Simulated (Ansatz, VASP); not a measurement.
**Two plane-wave programs on FeCo3**

```
Fe Co
1.0
     3.53570    0.00000    0.00000
     0.00000    3.53570    0.00000
     0.00000    0.00000    3.53570
Fe Co
1 3
Direct
  0.00000 0.00000 0.00000
  0.50000 0.50000 0.00000
  0.50000 0.00000 0.50000
  0.00000 0.50000 0.50000
```

Alike in both runs: task relaxation of cell and atoms; functional PBEsol; k mesh 2 × 2 × 2; occupations gaussian, width 0.1 eV; collinear spin.

```csv
,VASP,Ansatz
version,VASP 6.6.1,Ansatz 0.2.0
potentials or method,"VASP PAW PBE potentials, release 64 (Fe, Co)","scalar-relativistic, plane waves, PAW"
plane-wave cutoff (eV),600,420
valence electrons in the cell,35,67
```

```csv
,VASP,Ansatz,Ansatz less VASP
"gap on the k mesh at the Fermi level, each at its own relaxed structure (eV)",none,none,-
net moment per atom (μB),0.31,1.94,+1.629
size of the moment on the site where the two differ most (μB),0.19,1.71,+1.519
relaxed volume (Å³/atom),9.98,10.76,+0.778
relaxed cell length with the largest relative difference (Å),3.418,3.505,+0.0866
energy change over the relaxation (meV/atom),-81,-6,+75.0
```

The net moments differ so much that the two runs ended in different magnetic states, which moves the other rows too. Site moments also hang on the region over which each program counts them. A gap of «none» marks a metal or a gap that the smearing closes. The two sets of potentials don't hold the same shells in valence.

Caveats: the k mesh is coarse (spacing up to 0.89 Å⁻¹), so the values aren't converged; the PAW data sets were made with another functional, which shifts forces and pressure a little (VASP).
